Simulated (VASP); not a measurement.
# HfO2 (P4_2/nmc) in VASP: further runs, part 2 of 2

VASP 6.6.1.

### 6 Single point, PBEsol

File INCAR:

```
SYSTEM = HfO2
ADDGRID = .False. ; ALGO = Normal
EDIFF = 1E-4 ; ENCUT = 450
GGA = PS ; ISIF = 2
ISMEAR = 0 ; LASPH = .True.
LCHARG = .False. ; LREAL = Auto
LWAVE = .False. ; NBANDS = 25
NELM = 100 ; PREC = Normal
SIGMA = 0.05
```

File KPOINTS:

```
k-points
0
Gamma
  5 5 3
  0 0 0
```

File POSCAR:

```
HfO2
1.0
    3.5580193300      0.0000000000      0.0000000000
    0.0000000000      3.5580193300      0.0000000000
    0.0000000000      0.0000000000      5.1718612100
Hf O
2 4
Direct
    0.0000000000      0.0000000000      0.0000000000
    0.5000000000      0.5000000000      0.5000000000
    0.0000000000      0.5000000000      0.1972078800
    0.5000000000      0.0000000000      0.3027921200
    0.5000000000      0.0000000000      0.8027921200
    0.0000000000      0.5000000000      0.6972078800
```

Potentials or basis: VASP PAW PBE potentials, release 64 (Hf, O).

Command:

```console
cat potpaw_PBE.64/Hf/POTCAR potpaw_PBE.64/O/POTCAR > POTCAR
mpirun -np 1 vasp_std > vasp.out
```

OUTCAR:

```text
SYSTEM = HfO2
   EDIFF = 1E-4
   ENCUT = 450
   GGA = PS
   ISIF = 2
   ISMEAR = 0
   LASPH = .True.
   LREAL = Auto
   NELM = 100
   PREC = Normal

 Found     12 irreducible k-points:

 Following reciprocal coordinates:
            Coordinates               Weight
  0.000000  0.000000  0.000000      1.000000
  0.200000  0.000000  0.000000      4.000000
  0.400000  0.000000  0.000000      4.000000
  0.200000  0.200000  0.000000      4.000000
  0.400000  0.200000  0.000000      8.000000
  0.400000  0.400000  0.000000      4.000000
[... 249 lines left out ...]
  -------------------------------------------------------------------------------------
  Total       -0.9220940     -0.9220940     -1.3796798      0.0000000      0.0000000      0.0000000
  in kB      -22.5643231    -22.5643231    -33.7617861      0.0000000      0.0000000      0.0000000
  external PRESSURE =     -26.2968107 kB  Pullay stress =       0.0000000 kB

 VOLUME and BASIS-vectors are now :
 -----------------------------------------------------------------------------
  energy-cutoff  :      450.00
  volume of cell :       65.47
      direct lattice vectors                 reciprocal lattice vectors
     3.558019330  0.000000000  0.000000000     0.281055247  0.000000000  0.000000000
     0.000000000  3.558019330  0.000000000     0.000000000  0.281055247  0.000000000
     0.000000000  0.000000000  5.171861210     0.000000000  0.000000000  0.193353990

 POSITION                                       TOTAL-FORCE (eV/Angst)
 -----------------------------------------------------------------------------------
      0.00000      0.00000      0.00000         0.000000      0.000000     -0.000000
      1.77901      1.77901      2.58593         0.000000     -0.000000     -0.000000
      0.00000      1.77901      1.01993         0.000000      0.000000      0.174624
      1.77901      0.00000      1.56600        -0.000000      0.000000     -0.174624
      1.77901      0.00000      4.15193         0.000000      0.000000     -0.174624
      0.00000      1.77901      3.60586         0.000000      0.000000      0.174624
 -----------------------------------------------------------------------------------
    total drift:                                0.000000      0.000000      0.000000

  FREE ENERGIE OF THE ION-ELECTRON SYSTEM (eV)
  ---------------------------------------------------
  free  energy   TOTEN  =       -63.5310401464 eV

  energy  without entropy=      -63.5310401464  energy(sigma->0) =      -63.53104015
```

OSZICAR:

```text
N       E                     dE             d eps       ncg     rms          rms(c)
DAV:   1     0.127465109312E+03    0.12747E+03   -0.14910E+04   600   0.106E+03
DAV:   2    -0.649343973756E+02   -0.19240E+03   -0.18221E+03   856   0.246E+02
DAV:   3    -0.736435199698E+02   -0.87091E+01   -0.86604E+01   788   0.531E+01
DAV:   4    -0.737136561159E+02   -0.70136E-01   -0.70098E-01   744   0.527E+00
DAV:   5    -0.737146487549E+02   -0.99264E-03   -0.99248E-03   808   0.573E-01    0.365E+01
DAV:   6    -0.640441531266E+02    0.96705E+01   -0.38829E+01   671   0.341E+01    0.178E+01
DAV:   7    -0.636853577339E+02    0.35880E+00   -0.94110E-01   768   0.635E+00    0.889E+00
DAV:   8    -0.635319824425E+02    0.15338E+00   -0.18060E-01   736   0.310E+00    0.396E-01
DAV:   9    -0.635312205896E+02    0.76185E-03   -0.84487E-03   791   0.537E-01    0.248E-01
DAV:  10    -0.635311426394E+02    0.77950E-04   -0.26651E-03   736   0.325E-01    0.859E-02
DAV:  11    -0.635310392607E+02    0.10338E-03   -0.45909E-04   718   0.125E-01    0.172E-02
DAV:  12    -0.635310401464E+02   -0.88578E-06   -0.14117E-05   408   0.236E-02
   1 F= -.63531040E+02 E0= -.63531040E+02  d E =-.252043E-13
```

stdout:

```text
POSCAR found type information on POSCAR HfO
 POSCAR found :  2 types and       6 ions
 scaLAPACK will be used
 -----------------------------------------------------------------------------
|                                                                             |
|                                                                             |
|     You have a (more or less) 'small supercell' and for smaller cells       |
|     it is recommended to use the reciprocal-space projection scheme!        |
|     The real-space optimization is not efficient for small cells and it     |
|     is also less accurate ...                                               |
|     Therefore, set LREAL=.FALSE. in the INCAR file.                         |
|                                                                             |
 -----------------------------------------------------------------------------

 -----------------------------------------------------------------------------
|                                                                             |
|                                                                             |
|     You enforced a specific xc type in the INCAR file but a different       |
|     I HOPE YOU KNOW WHAT YOU ARE DOING!                                     |
|                                                                             |
 -----------------------------------------------------------------------------

 LDA part: xc-table for (Slater+PW92), standard interpolation
 POSCAR, INCAR and KPOINTS ok, starting setup
 FFT: planning ... GRIDC
 FFT: planning ... GRID_SOFT
 FFT: planning ... GRID
 WAVECAR not read
 entering main loop
```

Wall time 7.3 s (1 thread of AMD EPYC 9R45 (Zen 5), shared host); peak memory 0.1 GiB.

The run converged, but some of its settings lie outside the range that counts as converged, so its numbers aren't taken as properties of the crystal.

What came out:

```yaml
Free_energy: -63.5310 eV
Largest_force: 0.175 eV/Å
Band_gap_on_the_k_mesh: 4.61 eV, indirect (least direct gap 4.68 eV)
```

Caveat: the cutoff is under 1.25 times the usual one of these potentials, so pressure, stress and relaxed cells hold a basis-set (Pulay) error; the PAW data sets were made with another functional, which shifts forces and pressure a little; spin-orbit coupling is left out, which moves the levels of the heavy elements; an odd mesh through Γ misses points on the zone boundary, where band edges often lie.
